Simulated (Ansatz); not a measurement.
# TiTe2 (P-3m1) in Ansatz: a series of runs, part 2 of 2

Ansatz 0.2.0.

## 4. Relaxation of cell and atoms, revPBE

input.yaml reads:

```yaml
crystal:
  lattice:
    - [3.777, 0.0, 0.0]
    - [-1.8885, 3.2709779501, 0.0]
    - [0.0, 0.0, 6.498]
  atoms:
    - { symbol: Te, position: [0.3333333333, 0.6666666667, 0.7372] }
    - { symbol: Te, position: [0.6666666667, 0.3333333333, 0.2628] }
    - { symbol: Ti, position: [0.0, 0.0, 0.0] }
kpoints:
  mp_grid: { grid: [8, 8, 4] }
scf:
  occupations: { method: fermi_dirac, width: 0.05 }
hamiltonian:
  xc: revpbe
  pseudopotentials: { kind: all_electron, lapw: { basis_error: 0.002 } }
output:
  forces: true
  stress: true
relax:
  f_tol: 0.02
  max_steps: 60
  cell: {}
```

Potentials or basis: all-electron LAPW, scalar-relativistic.

Started as:

```
> ansatz run input.yaml --threads 2 --pin off --max-ram 6144MiB --backend cpu --events-out ev --progress --plain --runs-dir out
```

Log:

```text
Warning: RAYON_NUM_THREADS=2 ignored (pool sized by the plan → 2); use --threads N
The last accepted step is kept in <dir> (removed where the run ends without a failure and the disk answers)
LAPW: plane waves up to 7.895 Å⁻¹, error target 2.0e-3 eV per atom; small_component_spin mean_spin; Ti in spheres of 1.305 Å, 12 of its electrons in bands, Dirac shells []; Te in spheres of 1.381 Å, 24 of its electrons in bands, Dirac shells [] (how accurate: hamiltonian.pseudopotentials.lapw.basis_error, Limitations)
Engine: ansatz 0.2.0, aarch64-unknown-linux-gnu
Pseudopotentials: kind: all_electron
Pseudopotential: Te, LAPW, valence charge 24, lapw/all_electron/scalar/gaussian/Te, Koelling and Harmon's equation, gaussian nucleus
Pseudopotential: Ti, LAPW, valence charge 12, lapw/all_electron/scalar/gaussian/Ti, Koelling and Harmon's equation, gaussian nucleus
Functional definition: revPBE
[... 305 lines left out ...]
  k-point 2: bands = ["-152.8972", "-152.8972", "-102.9371", "-102.9371", "-102.9371", "-102.9371", "-102.8881", "-102.8881", "-51.5528", "-30.2652", "-30.2652", "-30.2614", "-30.2614", "-30.2227", "-30.2227", "-30.2218", "-30.2218", "-30.2041", "-30.2033", "-27.7396", "-27.7396", "-27.7073", "-5.7498", "-4.9462", "2.0217", "4.6349", "4.6349", "4.7265", "6.5348", "6.5348", "6.6836", "7.1610", "7.1610", "9.3600", "9.3600", "10.7662"]
  k-point 34: bands = ["-152.8972", "-152.8972", "-102.9371", "-102.9371", "-102.9371", "-102.9371", "-102.8881", "-102.8881", "-51.5502", "-30.2628", "-30.2583", "-30.2563", "-30.2562", "-30.2266", "-30.2264", "-30.2240", "-30.2231", "-30.1992", "-30.1988", "-27.7734", "-27.7613", "-27.6885", "-4.0610", "-4.0499", "2.0465", "2.5492", "3.0836", "3.6618", "4.1983", "4.2368", "6.9967", "7.3515", "7.3552", "8.2706", "8.7676", "11.3400"]
--- Relaxed structure (16 steps of the walk, 16 accepted, 1 SCFs on fresh bases) ---
  F+E_penalty+E_count = -393019.98046605 eV   max|allowed force component| = 2.643e-3 eV/Å   (the final SCF, on the basis selected at the relaxed cell)
  cell:  # Å, volume = 124.0228 Å³
    - [3.7938411808790913, -2.4907168882089956e-33, 2.5936864841223334e-16]
    - [-1.8969205904395456, 3.2855628405648467, -1.2968432420611667e-16]
    - [4.462212013187982e-16, 6.478965059476083e-33, 9.949758349543085]
  atoms:
    - { symbol: Te, position: [0.33333333333333326, 0.6666666666666665, 0.8248770997718768] }
    - { symbol: Te, position: [0.6666666666666665, 0.33333333333333326, 0.175122900228123] }
    - { symbol: Ti, position: [4.798431894016898e-35, -9.161562619544717e-36, -8.008880313835674e-19] }
```

Run time: 2.5 min. Hardware: 2 threads of Arm Neoverse V2, shared host; peak memory 0.45 GiB.

What came out:

```
Free energy                            : -393019.9805 eV
Relaxed volume                         : 41.34 Å³/atom
Relaxed cell                           : a = 3.794 Å, b = 3.794 Å, c = 9.950 Å, α = 90.00°, β = 90.00°, γ = 120.00°
Space group after relaxing (to 0.05 Å) : P-3m1 (No. 164)
Energy gained by relaxing              : 37.6 meV/atom
Ionic steps                            : 17
Pressure after relaxing                : 0.0 GPa
Band gap on the k mesh                 : none (metal or under the smearing width)
```

Forces in eV/Å, atoms in the order of the input:
```
Te   0.000  0.000 -0.003
Te   0.000  0.000  0.003
Ti   0.000  0.000  0.000
```

Step by step:
```
step  energy change (eV)  largest force (eV/Å)  volume (Å³)
   1              0.0000                0.0689        80.28
   2             -0.0391                0.1111        88.99
   3             -0.0516                0.0926        88.63
   4             -0.0604                0.0281        89.32
   5             -0.0749                0.0073        91.89
   6             -0.0862                0.0440        95.41
   7             -0.0959                0.0589        99.67
   8             -0.1030                0.0368       103.98
   9             -0.1077                0.0047       107.83
  10             -0.1093                0.0952       112.09
  11             -0.1106                0.0932       116.41
  12             -0.1124                0.0189       119.52
  13             -0.1125                0.0122       120.31
  14             -0.1126                0.0056       122.32
  15             -0.1127                0.0008       123.31
  16             -0.1127                0.0025       124.02
  17             -0.1129                0.0026       124.02
```

Final structure:
```xyz
3
Lattice="3.7938 0.0000 0.0000 -1.8969 3.2856 0.0000 0.0000 0.0000 9.9498" Properties=species:S:1:pos:R:3 pbc="T T T"
Te    0.0000    2.1904    8.2073
Te    1.8969    1.0952    1.7424
Ti    0.0000    0.0000    0.0000
```

Caveat: the volume moved by over 15 % at a fixed basis, so the end points are rough; this functional lacks dispersion, which binds the layers, so the pressure and a relaxed spacing across them are unreliable, and here the layers came unbound. Zero-point motion and thermal expansion aren't in these numbers.

## 5. Overview

```tsv
level	gap on the mesh (eV)	pressure (GPa)	relaxed volume (Å³/atom)
PBEsol	-	0.0	25.41
RPBE	none	0.0	38.59
revPBE	none	0.0	41.34
```

Alike in all rows: task relaxation of cell and atoms; potentials or basis all-electron LAPW, scalar-relativistic; no spin polarisation; cell relaxed; k mesh 8 × 8 × 4; smearing fermi-dirac 0.05 eV; basis error allowed 0.002 eV/atom.

Caveats: the volume moved by over 15 % at a fixed basis, so the end points are rough (some runs); this functional lacks dispersion, which binds the layers, so the pressure and a relaxed spacing across them are unreliable, and here the layers came unbound (some runs); this functional lacks dispersion, which binds the layers, so the pressure and a relaxed spacing across them are unreliable (some runs).

Compare energies only between runs with the same functional and basis.
